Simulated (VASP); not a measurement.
A run of VASP 6.6.1:

Contents of INCAR:

```
SYSTEM = BaZr2O3
PREC = Normal
ENCUT = 520
EDIFF = 1E-4
ISMEAR = 0
SIGMA = 0.15
LREAL = .FALSE.
LASPH = .TRUE.
NELM = 60
ALGO = Fast
ISIF = 3
LWAVE = .FALSE.
LCHARG = .FALSE.
GGA = PE
IBRION = 2
NSW = 24
EDIFFG = -0.08
KPAR = 2
```

KPOINTS

```
Automatic mesh
0
G
  6 6 6
  0 0 0
```

File POSCAR:

```
BaZr2O3
1.0
   -1.7700000000      1.7700000000      7.5000000000
    1.7700000000     -1.7700000000      7.5000000000
    1.7700000000      1.7700000000     -7.5000000000
Ba Zr O
1 2 3
Direct
    0.0000000000      0.0000000000      0.0000000000
    0.6550000000      0.6550000000      0.0000000000
    0.3450000000      0.3450000000      0.0000000000
    0.5000000000      0.5000000000      0.0000000000
    0.8250000000      0.8250000000      0.0000000000
    0.1750000000      0.1750000000      0.0000000000
```

Potentials or basis: VASP PAW PBE potentials, release 64 (Ba_sv, Zr_sv, O).

Launch:

```console
$ cat potpaw_PBE.64/Ba_sv/POTCAR potpaw_PBE.64/Zr_sv/POTCAR potpaw_PBE.64/O/POTCAR > POTCAR
$ mpirun -np 2 vasp_std > vasp.out
```

Hardware: 2 MPI ranks on Intel(R) Xeon(R) 6975P-C (Granite Rapids) (shared host).

Question: Estimate the wall time of this run.

Answer: Wall time 6.1 min on 2 MPI ranks on Intel(R) Xeon(R) 6975P-C (Granite Rapids), on a shared host, peak memory 0.39 GiB a rank. Counts: scf iterations 119, k points 30, ion steps 17.
